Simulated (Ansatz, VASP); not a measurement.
**One calculation of Si, two programs**

Contents of INCAR:

```
PREC = Accurate ; ENCUT = 520
EDIFF = 1E-6 ; ISMEAR = 0
SIGMA = 0.1 ; LREAL = False
LASPH = True ; NELM = 80
ALGO = Normal ; ISIF = 2
LWAVE = False ; LCHARG = False
GGA = PE ; NBANDS = 8
```

File KPOINTS:

```
regular mesh
0
Gamma
  18 18 18
```

File POSCAR:

```
Si
1.0
    0.0000000000      1.9251808783      1.9251808783
    1.9251808783      0.0000000000      1.9251808783
    1.9251808783      1.9251808783      0.0000000000
Si
1
Direct
    0.0000000000      0.0000000000      0.0000000000
```

Input for Ansatz:

```yaml
crystal:
  lattice:
    - [0.0, 1.9251808783, 1.9251808783]
    - [1.9251808783, 0.0, 1.9251808783]
    - [1.9251808783, 1.9251808783, 0.0]
  atoms:
    - { symbol: Si, position: [0.0, 0.0, 0.0] }
basis:
  ecutwfc: 420
kpoints:
  mp_grid: { grid: [18, 18, 18] }
hamiltonian:
  xc: pbe
scf:
  occupations: { method: gaussian, width: 0.1 }
output:
  forces: true
  stress: true
  eigenvalues: true
```

Alike in both runs: task single point; functional PBE; k mesh 18 × 18 × 18; occupations gaussian, width 0.1 eV; no spin polarisation.

|  | VASP | Ansatz |
| --- | --- | --- |
| version | VASP 6.6.1 | Ansatz 0.2.0 |
| potentials or method | VASP PAW PBE potentials, release 64 (Si) | scalar-relativistic, plane waves, PAW |
| plane-wave cutoff (eV) | 520 | 420 |
| valence electrons in the cell | 4 | 4 |

```csv
,VASP,Ansatz,Ansatz less VASP
gap on the k mesh at the Fermi level (eV),none,none,-
pressure (GPa),1.7,1.7,+0.03
```

A gap of «none» marks a metal or a gap that the smearing closes.
